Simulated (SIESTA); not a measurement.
Ag under changes of volume

One of the cells (17.048 Å³/atom); the others are scaled copies at fixed shape and fractional positions:

```
Ag
1.0
     0.00000    2.04275    2.04275
     2.04275    0.00000    2.04275
     2.04275    2.04275    0.00000
Ag
1
Direct
  0.00000 0.00000 0.00000
```

```yaml
Program: SIESTA 5.4.2
Functional: LDA
Potentials_or_basis: PseudoDojo 0.4 standard (LDA files)
Basis: DZP (energy shift 0.003 Ry; two zetas on semicore shells)
Grid_cutoff: 800 Ry
Energy_shift: 0.003 Ry
k_mesh: 11 × 11 × 11
Occupations: fermi-dirac, width 0.05 eV
Spin: no spin polarisation
```

```tsv
volume (Å³/atom)	energy over the lowest point (meV/atom)	pressure (GPa)
16.025	0.00	0.2
16.366	2.85	-2.7
16.707	11.53	-5.2
17.048	?	?
17.389	43.63	-9.4
17.730	65.51	-11.0
18.071	90.66	-12.4
```

**Question.** What does the run at 17.048 Å³/atom give?

**Answer.** Energy over the lowest point 25.30 meV/atom; pressure -7.6 GPa.

Worked out: A Birch-Murnaghan fit of order 3 (a polynomial in V^(-2/3)) to the other rows has its minimum at 16.05 Å³/atom with B0 = V·E''(V) = 150 GPa and B' = 6.0. It gives 25.40 meV/atom at 17.048 Å³/atom, against the run's 25.30, and -dE/dV = -7.6 GPa, against -7.6.

Energies are extrapolated to zero smearing.

Caveats: short orbitals over semicore shells can move pressures by several GPa; the basis of atomic orbitals isn't converged, which shifts pressures, moduli and gaps.
